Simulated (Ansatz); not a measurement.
Ge under changes of volume

One of the cells (22.639 Å³/atom); the others are scaled copies at fixed shape and fractional positions:

```xyz
2
Lattice="0.0000 2.8289 2.8289 2.8289 0.0000 2.8289 2.8289 2.8289 0.0000" Properties=species:S:1:pos:R:3 pbc="T T T"
Ge    4.2434    4.2434    4.2434
Ge    2.8289    2.8289    2.8289
```

```yaml
Program: Ansatz 0.2.0
Functional: PBE
Potentials_or_basis: PseudoDojo stringent (PBE files)
Cutoff: 1687 eV
Density_cutoff: 6748 eV
k_mesh: 8 × 8 × 8
Occupations: fermi-dirac, width 0.05 eV
Spin: no spin polarisation
```

| volume (Å³/atom) | energy over the lowest point (meV/atom) | pressure (GPa) |
| --- | --- | --- |
| 21.281 | 65.81 | 9.0 |
| 21.733 | 43.26 | 7.0 |
| 22.186 | 26.12 | 5.2 |
| 22.639 | 13.73 | 3.6 |
| 23.092 | ? | ? |
| 23.545 | 1.00 | 1.0 |
| 23.997 | 0.00 | -0.2 |

**Question.** What does the run at 23.092 Å³/atom give?

**Answer.** Energy over the lowest point 5.45 meV/atom; pressure 2.2 GPa.

Worked out: A Birch-Murnaghan fit of order 3 (a polynomial in V^(-2/3)) to the other rows has its minimum at 23.93 Å³/atom with B0 = V·E''(V) = 57 GPa and B' = 5.1. It gives 5.48 meV/atom at 23.092 Å³/atom, against the run's 5.45, and -dE/dV = 2.2 GPa, against 2.2.

Energies are extrapolated to zero smearing.
